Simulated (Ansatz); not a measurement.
## AlN: the change of smallest direct gap on path with volume per atom

All results are calculated (Ansatz 0.2.0). Periodic Kohn-Sham DFT of a crystal at fixed atoms; Kohn-Sham levels at symmetry points; band -1 is the highest filled and +1 the lowest empty one at that point, spin up along a +z start moment.

Cell of the first row (space group Fm-3m, No. 225):
```
CELL_PARAMETERS angstrom
0.00000 1.93760 1.93760
1.93760 0.00000 1.93760
1.93760 1.93760 0.00000
ATOMIC_POSITIONS crystal
Al 0.00000 0.00000 0.00000
N 0.50000 0.50000 0.50000
```

Settings of every row: method all-electron LAPW; functional LDA; relativity scalar; k mesh 12x12x12; filling fermi-dirac; smearing width 0.01 eV; basis error target 0.5 meV/atom; nucleus gaussian.

Atom start moment: 0 on all atoms.

Limits: semilocal functionals tend to give too small a gap.

```csv
row,volume per atom (Å³),smallest direct gap on path (eV),band gap (eV)
1,7.275,7.719,4.956
2,7.429,7.378,5.004
3,7.584,7.05,5.048
4,7.662,6.892,5.069
5,7.739,6.736,5.09
6,7.816,6.584,4.999
7,7.894,?,?
8,8.048,6.144,4.71
9,8.203,5.864,4.526
```

Question: what smallest direct gap on path should row 7 give?

Worked fit of smallest direct gap on path. Take t = volume per atom − 7.7, in Å³. The shown rows have t = -0.425, -0.271, -0.116, -0.038, 0.039, 0.116, 0.348, 0.503. Least squares give smallest direct gap on path = 6.814 − 2.017 × t + 0.2579 × t² eV; a straight line predicts inner rows, each left out in turn, worse (root mean square 0.018 against 0.0013 eV). The rows lie off it by 0.001, -0.002, -0.001, 0.001, 0.000, 0.001, 0.001, -0.001. The withheld row has t = 0.194, so the fit gives 6.814 − 2.017 × (0.194) + 0.2579 × (0.194)² = 6.432 eV.

The calculation gave 6.434 eV. The fit lies 0.002 eV (0.11 % of the column's range) below it; its largest miss of a shown row is 0.002 eV.

The other values of row 7: band gap 4.901 eV.
